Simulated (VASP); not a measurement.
# TiAl (Pm-3m) in VASP: notebook, part 2 of 2

VASP 6.6.1. Earlier steps stand in the parts before.

## Step 4: Single point, PBEsol

INCAR

```
SYSTEM = TiAl
  ALGO = Normal
  EDIFF = 1E-7
  ENCUT = 520
  GGA = PS
  ISIF = 2
  ISMEAR = 0
  LASPH = .TRUE.
  LCHARG = .FALSE.
  LREAL = .FALSE.
  LWAVE = .FALSE.
  NBANDS = 14
  NELM = 100
  PREC = Accurate
  SIGMA = 0.15
```

KPOINTS

```
k-points
0
G
  16 16 16
  0 0 0
```

POSCAR

```
TiAl
1.0
    3.1563759506      0.0000000000      0.0000000000
    0.0000000000      3.1563759506      0.0000000000
    0.0000000000      0.0000000000      3.1563759506
Ti Al
1 1
Direct
    0.0000000000      0.0000000000      0.0000000000
    0.5000000000      0.5000000000      0.5000000000
```

Potentials or basis: VASP PAW PBE potentials, release 64 (Ti_sv, Al).

Run with:

```bash
> cat potpaw_PBE.64/Ti_sv/POTCAR potpaw_PBE.64/Al/POTCAR > POTCAR
> mpirun -np 1 vasp_std > vasp.out
```

OUTCAR:

```text
SYSTEM = TiAl
   EDIFF = 1E-7
   ENCUT = 520
   GGA = PS
   ISIF = 2
   ISMEAR = 0
   LASPH = .TRUE.
   LREAL = .FALSE.
   NELM = 100
   PREC = Accurate

 ion  position               nearest neighbor table
   1  0.000  0.000  0.000-   2 2.73   2 2.73   2 2.73   2 2.73   2 2.73   2 2.73   2 2.73   2 2.73

   2  0.500  0.500  0.500-   1 2.73   1 2.73   1 2.73   1 2.73   1 2.73   1 2.73   1 2.73   1 2.73

  LATTYP: Found a simple cubic cell.
 ALAT       =     3.1563759506

  Lattice vectors:

 A1 = (   3.1563759506,   0.0000000000,   0.0000000000)
 A2 = (   0.0000000000,   3.1563759506,   0.0000000000)
 A3 = (   0.0000000000,   0.0000000000,   3.1563759506)

Analysis of symmetry for initial positions (statically):
=====================================================================
 Subroutine PRICEL returns:
 Original cell was already a primitive cell.

 Routine SETGRP: Setting up the symmetry group for a
 simple cubic supercell.

 Subroutine GETGRP returns: Found 48 space group operations
 (whereof 48 operations were pure point group operations)
 out of a pool of 48 trial point group operations.

The static configuration has the point symmetry O_h .

Analysis of symmetry for dynamics (positions and initial velocities):
=====================================================================
 Subroutine PRICEL returns:
 Original cell was already a primitive cell.

 Routine SETGRP: Setting up the symmetry group for a
 simple cubic supercell.

 Subroutine GETGRP returns: Found 48 space group operations
 (whereof 48 operations were pure point group operations)
 out of a pool of 48 trial point group operations.

The dynamic configuration has the point symmetry O_h .

 Subroutine INISYM returns: Found 48 space group operations
 (whereof 48 operations are pure point group operations),
 and found     1 'primitive' translations

[... 124 lines left out ...]
   LRPA    =     F    only Hartree local field effects (RPA)
 non-spin polarized calculation
 Gauss-broadening in eV      SIGMA  =   0.15
  energy-cutoff  :      520.00
  volume of cell :       31.45
 maximum number of plane-waves:       876
 NGX is ok and might be reduce to    24
   NGX = 11   NGY = 11   NGZ = 11

 number of electron      14.9999993 magnetization

 Free energy of the ion-electron system (eV)
  ---------------------------------------------------
  ext. energy  EPLUGINS =         0.00000000
  ---------------------------------------------------
  free energy    TOTEN  =       -12.98063058 eV

  energy without entropy =      -12.95290319  energy(sigma->0) =      -12.96676689

 E-fermi :   8.9030     XC(G=0): -11.2832

 val. band max:        8.8880588696   @ k =   0.5000   0.2500   0.1875
 cond. band min:       8.9066369357   @ k =   0.4375   0.3750   0.2500
 fundamental gap:      0.0185780661
 Fermi energy:         8.9029924644

 k-point     1 :       0.0000    0.0000    0.0000
  band No.  band energies     occupation
      1     -47.7160      2.00000
      2     -24.0161      2.00000
      3     -24.0161      2.00000
      4     -24.0161      2.00000
      5      -0.4484      2.00000
      6       7.4177      2.00000
      7       7.4177      2.00000
      8      10.7418      0.00000
      9      10.7418      0.00000
     10      10.7418      0.00000
     11      13.4260      0.00000
     12      13.4260      0.00000
     13      13.4260      0.00000
     14      17.8723      0.00000
[... 377 lines left out ...]
      1     -47.6968      2.00000
      2     -24.2003      2.00000
      3     -24.0257      2.00000
      4     -23.9970      2.00000
      5       2.9734      2.00000
      6       3.9183      2.00000
      7       8.4176      2.00000
      8       8.6982      1.94654
      9       9.1182      0.04246
     10      10.7074      0.00000
     11      11.9823      0.00000
     12      15.3778      0.00000
     13      17.0162      0.00000
     14      18.0710      0.00000

 [... further k-points ...]

------------------------ aborting loop because EDIFF is reached ----------------------------------------

  FORCE on cell =-STRESS in cart. coord.  units (eV):
  Direction    XX          YY          ZZ          XY          YZ          ZX
  --------------------------------------------------------------------------------------
  -------------------------------------------------------------------------------------
  Total        0.0194517      0.0194517      0.0194517     -0.0000000      0.0000000      0.0000000
  in kB        0.9910643      0.9910643      0.9910643     -0.0000000      0.0000000      0.0000000
  external PRESSURE =       0.9910643 kB  Pullay stress =       0.0000000 kB

 VOLUME and BASIS-vectors are now :
 -----------------------------------------------------------------------------
  energy-cutoff  :      520.00
  volume of cell :       31.45
      direct lattice vectors                 reciprocal lattice vectors
     3.156375951  0.000000000  0.000000000     0.316819040  0.000000000  0.000000000
     0.000000000  3.156375951  0.000000000     0.000000000  0.316819040  0.000000000
     0.000000000  0.000000000  3.156375951     0.000000000  0.000000000  0.316819040

 POSITION                                       TOTAL-FORCE (eV/Angst)
 -----------------------------------------------------------------------------------
      0.00000      0.00000      0.00000         0.000000      0.000000      0.000000
      1.57819      1.57819      1.57819         0.000000      0.000000      0.000000
 -----------------------------------------------------------------------------------
    total drift:                                0.000000      0.000000      0.000000

  FREE ENERGIE OF THE ION-ELECTRON SYSTEM (eV)
  ---------------------------------------------------
  free  energy   TOTEN  =       -12.9806305821 eV

  energy  without entropy=      -12.9529031894  energy(sigma->0) =      -12.96676689
```

OSZICAR:

```text
N       E                     dE             d eps       ncg     rms          rms(c)
DAV:   1     0.978154846649E+02    0.97815E+02   -0.70845E+03  4626   0.109E+03
DAV:   2    -0.911216547517E+01   -0.10693E+03   -0.10297E+03  4758   0.300E+02
DAV:   3    -0.145486636084E+02   -0.54365E+01   -0.52629E+01  7044   0.645E+01
DAV:   4    -0.147060274548E+02   -0.15736E+00   -0.15701E+00  5218   0.977E+00
DAV:   5    -0.147115439085E+02   -0.55165E-02   -0.55156E-02  6632   0.175E+00    0.104E+01
DAV:   6    -0.130519112325E+02    0.16596E+01   -0.51234E+00  5274   0.313E+01    0.280E+00
DAV:   7    -0.129930336603E+02    0.58878E-01   -0.39344E-01  5144   0.827E+00    0.180E+00
DAV:   8    -0.129830202567E+02    0.10013E-01   -0.55219E-02  6174   0.233E+00    0.565E-01
DAV:   9    -0.129805151539E+02    0.25051E-02   -0.10197E-02  5410   0.140E+00    0.182E-01
DAV:  10    -0.129806327527E+02   -0.11760E-03   -0.34864E-04  5160   0.213E-01    0.697E-02
DAV:  11    -0.129806313615E+02    0.13913E-05   -0.19143E-04  6658   0.141E-01    0.106E-02
DAV:  12    -0.129806310044E+02    0.35710E-06   -0.51280E-06  5230   0.232E-02    0.848E-03
DAV:  13    -0.129806305666E+02    0.43775E-06   -0.11500E-06  6492   0.730E-03    0.134E-03
DAV:  14    -0.129806305821E+02   -0.15440E-07   -0.48153E-08  3498   0.128E-03
   1 F= -.12980631E+02 E0= -.12966767E+02  d E =-.277274E-01
```

stdout:

```text
POSCAR found type information on POSCAR TiAl
 POSCAR found :  2 types and       2 ions
 scaLAPACK will be used
 -----------------------------------------------------------------------------
|                                                                             |
|                                                                             |
|     You enforced a specific xc type in the INCAR file but a different       |
|     I HOPE YOU KNOW WHAT YOU ARE DOING!                                     |
|                                                                             |
 -----------------------------------------------------------------------------

 LDA part: xc-table for (Slater+PW92), standard interpolation
 POSCAR, INCAR and KPOINTS ok, starting setup
 FFT: planning ... GRIDC
 FFT: planning ... GRID_SOFT
 FFT: planning ... GRID
 WAVECAR not read
 entering main loop
```

It took 29 s on 1 thread of Intel Xeon Platinum 8488C (Sapphire Rapids), shared host; peak memory 0.19 GiB.

What came out:

| Property | Result |
| --- | --- |
| Free energy | -12.9806 eV |
| Pressure | 0.1 GPa |
| Band gap on the k mesh | none (metal or under the smearing width) |

Caveat: the PAW data sets were made with another functional, which shifts forces and pressure a little.

## Step 5: Single point, PBEsol

INCAR

```
SYSTEM = TiAl
ALGO     = Normal         ! electronic algorithm
EDIFF    = 1E-7           ! SCF threshold, eV
ENCUT    = 520            ! plane-wave cutoff, eV
GGA      = PS             ! functional
ISIF     = 2              ! what is computed and relaxed
ISMEAR   = 0              ! smearing method
LASPH    = .TRUE.         ! aspherical terms in the spheres
LCHARG   = .TRUE.         ! write CHGCAR
LELF     = .TRUE.         ! ELF
LREAL    = .FALSE.        ! projectors in reciprocal space
LVHAR    = .TRUE.       
LWAVE    = .FALSE.        ! write WAVECAR
NBANDS   = 14             ! bands
NELM     = 100            ! most SCF steps
PREC     = Accurate       ! precision mode
SIGMA    = 0.1            ! smearing width, eV
```

KPOINTS

```
k-points
0
G
  14 14 14
  0 0 0
```

POSCAR is that of step 4.

Run with:

```bash
> cat potpaw_PBE.64/Ti_sv/POTCAR potpaw_PBE.64/Al/POTCAR > POTCAR
> mpirun -np 1 vasp_std > vasp.out
```

It took 27 s on 1 thread of Intel Xeon Platinum 8488C (Sapphire Rapids), shared host; peak memory 0.17 GiB.

The run converged. Its results:

| Property | Result |
| --- | --- |
| Free energy | -12.9746 eV |
| Pressure | 0.0 GPa |
| Band gap on the k mesh | none (metal or under the smearing width) |

Levels at points of the mesh, in eV from the Fermi level:
| k point | band 5 | band 6 | band 7 | band 8 | band 9 | band 10 |
| --- | --- | --- | --- | --- | --- | --- |
| (0.00, 0.00, 0.00) | -9.36 | -1.49 | -1.49 | 1.83 | 1.83 | 1.83 |
| (0.50, 0.00, 0.00) | -6.04 | -5.26 | -0.57 | 0.14 | 0.14 | 2.05 |
| (0.50, 0.50, 0.00) | -5.07 | -2.10 | -2.10 | -1.51 | 0.70 | 0.70 |
| (0.50, 0.50, 0.50) | -3.16 | -3.16 | -3.16 | 0.78 | 2.90 | 2.90 |

Caveat: the PAW data sets were made with another functional, which shifts forces and pressure a little.

## Step 6: Relaxation of cell and atoms, PBEsol

This run uses another cell than the first one, of 16.06 Å³/atom, 1.022 times its volume.

INCAR

```
SYSTEM = TiAl
  PREC = Accurate
  ENCUT = 600
  EDIFF = 1E-6
  ISMEAR = 0
  SIGMA = 0.1
  LREAL = .FALSE.
  LASPH = .TRUE.
  NELM = 100
  ALGO = Normal
  ISIF = 3
  LWAVE = .FALSE.
  LCHARG = .FALSE.
  GGA = PS
  IBRION = 2
  NSW = 100
  EDIFFG = -0.005
```

KPOINTS

```
Automatic mesh
0
G
  14 14 14
  0 0 0
```

POSCAR

```
TiAl
1.0
    3.1790640000      0.0000000000      0.0000000000
    0.0000000000      3.1790640000      0.0000000000
    0.0000000000      0.0000000000      3.1790640000
Ti Al
1 1
Direct
    0.0000000000      0.0000000000      0.0000000000
    0.5000000000      0.5000000000      0.5000000000
```

Potentials or basis: VASP PAW PBE potentials, release 64 (Ti_sv, Al).

Run with:

```bash
> cat potpaw_PBE.64/Ti_sv/POTCAR potpaw_PBE.64/Al/POTCAR > POTCAR
> mpirun -np 1 vasp_std > vasp.out
```

OUTCAR:

```text
SYSTEM = TiAl
   PREC = Accurate
   ENCUT = 600
   EDIFF = 1E-6
   ISMEAR = 0
   LREAL = .FALSE.
   LASPH = .TRUE.
   NELM = 100
   ISIF = 3
   GGA = PS
   IBRION = 2
   NSW = 100
   EDIFFG = -0.005

 ion  position               nearest neighbor table
   1  0.000  0.000  0.000-   2 2.75   2 2.75   2 2.75   2 2.75   2 2.75   2 2.75   2 2.75   2 2.75

   2  0.500  0.500  0.500-   1 2.75   1 2.75   1 2.75   1 2.75   1 2.75   1 2.75   1 2.75   1 2.75

  LATTYP: Found a simple cubic cell.
 ALAT       =     3.1790640000

  Lattice vectors:

 A1 = (   3.1790640000,   0.0000000000,   0.0000000000)
 A2 = (   0.0000000000,   3.1790640000,   0.0000000000)
 A3 = (   0.0000000000,   0.0000000000,   3.1790640000)

Analysis of symmetry for initial positions (statically):
=====================================================================
[... 269 lines left out ...]
      3     -24.0189      2.00000
      4     -24.0189      2.00000
      5      -0.4494      2.00000
      6       7.4160      2.00000
      7       7.4160      2.00000
      8      10.7392      0.00000
      9      10.7392      0.00000
     10      10.7392      0.00000
     11      13.4225      0.00000
[... 309 lines left out ...]
 k-point    24 :       0.3571    0.2143    0.0000
  band No.  band energies     occupation
      1     -47.6984      2.00000
      2     -24.1622      2.00000
      3     -24.0757      2.00000
      4     -23.9990      2.00000
      5       2.0881      2.00000
      6       5.7031      2.00000
      7       7.7117      2.00000
      8       8.8459      1.60683
      9       9.4434      0.00000
     10      10.2845      0.00000
     11      11.9184      0.00000

 [... further k-points ...]

------------------------ aborting loop because EDIFF is reached ----------------------------------------

  FORCE on cell =-STRESS in cart. coord.  units (eV):
  Direction    XX          YY          ZZ          XY          YZ          ZX
  --------------------------------------------------------------------------------------
  -------------------------------------------------------------------------------------
  Total        0.0041534      0.0041534      0.0041534      0.0000000      0.0000000     -0.0000000
  in kB        0.2115659      0.2115659      0.2115659      0.0000000      0.0000000     -0.0000000
  external PRESSURE =       0.2115659 kB  Pullay stress =       0.0000000 kB
[... 17 lines left out ...]
  FREE ENERGIE OF THE ION-ELECTRON SYSTEM (eV)
  ---------------------------------------------------
  free  energy   TOTEN  =       -12.9751387636 eV

  energy  without entropy=      -12.9630787369  energy(sigma->0) =      -12.96910875

 reached required accuracy - stopping structural energy minimisation
```

CONTCAR:

```text
TiAl
   1.00000000000000
     3.1566186015389248   -0.0000000000000000    0.0000000000000000
    -0.0000000000000000    3.1566186015389248   -0.0000000000000000
    -0.0000000000000000   -0.0000000000000000    3.1566186015389248
  Ti              Al
     1     1
Direct
     0.0000000000000000    0.0000000000000000    0.0000000000000000
     0.5000000000000000    0.5000000000000000    0.5000000000000000

  0.00000000E+00  0.00000000E+00  0.00000000E+00
  0.00000000E+00  0.00000000E+00  0.00000000E+00
```

It took 87 s on 1 thread of Intel Xeon Platinum 8488C (Sapphire Rapids), shared host; peak memory 0.21 GiB.

What came out:

```yaml
Free_energy: -12.9751 eV
Relaxed_volume: 15.73 Å³/atom
Relaxed_cell: a = 3.157 Å, b = 3.157 Å, c = 3.157 Å, α = 90.00°, β = 90.00°, γ = 90.00°
Space_group_after_relaxing_to_0.05_Å: Pm-3m (No. 221)
Energy_gained_by_relaxing: 2.6 meV/atom
Ionic_steps: 3
Pressure_after_relaxing: 0.0 GPa
Band_gap_on_the_k_mesh: none (metal or under the smearing width)
```

Step by step:
```
step  energy change (eV)  largest force (eV/Å)  pressure (GPa)  volume (Å³)
   1              0.0000                0.0000           -2.48        32.13
   2             -0.0027                0.0000            1.80        30.99
   3             -0.0052                0.0000            0.02        31.45
```

Final structure:
```xyz
2
Lattice="3.1566 0.0000 0.0000 0.0000 3.1566 0.0000 0.0000 0.0000 3.1566" Properties=species:S:1:pos:R:3 pbc="T T T"
Ti    0.0000    0.0000    0.0000
Al    1.5783    1.5783    1.5783
```

Levels at points of the mesh, in eV from the Fermi level:
```tsv
k point	band 5	band 6	band 7	band 8	band 9	band 10
(0.00, 0.00, 0.00)	-9.36	-1.49	-1.49	1.83	1.83	1.83
(0.50, 0.00, 0.00)	-6.04	-5.25	-0.57	0.14	0.14	2.05
(0.50, 0.50, 0.00)	-5.07	-2.10	-2.10	-1.51	0.70	0.70
(0.50, 0.50, 0.50)	-3.16	-3.16	-3.16	0.78	2.90	2.90
```

Caveat: the PAW data sets were made with another functional, which shifts forces and pressure a little.

## Step 7: The runs side by side

| task | cell | k mesh | cutoff (eV) | smearing | gap on the mesh (eV) | pressure (GPa) |
| --- | --- | --- | --- | --- | --- | --- |
| single point | Pm-3m, 15.72 Å³/atom | 14 × 14 × 14 | 520 | gaussian 0.15 eV | none | 0.1 |
| single point | Pm-3m, 16.06 Å³/atom | 6 × 6 × 6 | 520 | gaussian 0.1 eV | none | -2.7 |
| single point | Pm-3m, 15.72 Å³/atom | 16 × 16 × 16 | 520 | gaussian 0.15 eV | none | 0.1 |
| single point | Pm-3m, 15.72 Å³/atom | 14 × 14 × 14 | 520 | gaussian 0.1 eV | none | 0.0 |
| relaxation of cell and atoms | relaxed | 14 × 14 × 14 | 600 | gaussian 0.1 eV | none | 0.0 |

Alike in all rows: level PBEsol; potentials or basis VASP PAW PBE potentials, release 64 (Ti_sv, Al); no spin polarisation.

Every run on the cell as given and a fine mesh finds a metal.

Caveats: the PAW data sets were made with another functional, which shifts forces and pressure a little.

Total energies depend on the potentials used, so only differences within one code and one set of settings carry meaning.
